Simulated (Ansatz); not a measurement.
**Ga2O3 under changes of volume**

One of the cells (10.442 Å³/atom); the others are scaled copies at fixed shape and fractional positions:

```
Ga O
1.0
     6.10700   -1.51855    0.00000
     6.10700    1.51855    0.00000
    -1.38599    0.00000    5.63001
Ga O
4 6
Direct
  0.34134 0.34134 0.68598
  0.65866 0.65866 0.31402
  0.90950 0.90950 0.20540
  0.09050 0.09050 0.79460
  0.50410 0.50410 0.74340
  0.49590 0.49590 0.25660
  0.82670 0.82670 0.43680
  0.17330 0.17330 0.56320
  0.83550 0.83550 0.89020
  0.16450 0.16450 0.10980
```

* Program: Ansatz 0.2.0
* Functional: PBE
* Potentials or basis: Ansatz PAW
* Cutoff: 420 eV (not typed: the program's choice for these potentials)
* k mesh: 9 × 9 × 5
* Occupations: fermi-dirac, width 0.05 eV
* Spin: no spin polarisation

```tsv
volume (Å³/atom)	energy over the lowest point (meV/atom)	pressure (GPa)	gap on the mesh (eV)	largest force (eV/Å)
9.816	80.57	25.3	3.02	0.591
10.025	51.45	19.5	2.82	0.454
10.233	29.53	14.3	2.62	0.330
10.442	?	?	?	?
10.651	4.41	5.3	2.26	0.125
10.860	0.00	1.5	2.08	0.078
11.069	0.32	-1.9	1.92	0.118
```

**Question.** What does the run at 10.442 Å³/atom give?

**Answer.** Energy over the lowest point 14.04 meV/atom; pressure 9.6 GPa; gap on the mesh 2.44 eV; largest force 0.219 eV/Å.

Worked out: A Birch-Murnaghan fit of order 3 (a polynomial in V^(-2/3)) to the other rows has its minimum at 10.95 Å³/atom with B0 = V·E''(V) = 182 GPa and B' = 4.5 at fixed shape and positions, which overstates the stiffness. It gives 14.06 meV/atom at 10.442 Å³/atom, against the run's 14.04, and -dE/dV = 9.6 GPa, against 9.6. A straight line through the other rows of the gap, of slope -9.17 eV per unit of ln V, gives 2.45 eV, against the run's 2.44.

Energies are extrapolated to zero smearing.

Caveats: odd divisions of the mesh miss points on the zone boundary, where band edges often lie, so the gap on the mesh can be too wide.

A mesh can miss the band edges. Spin-orbit coupling on Ga is left out.
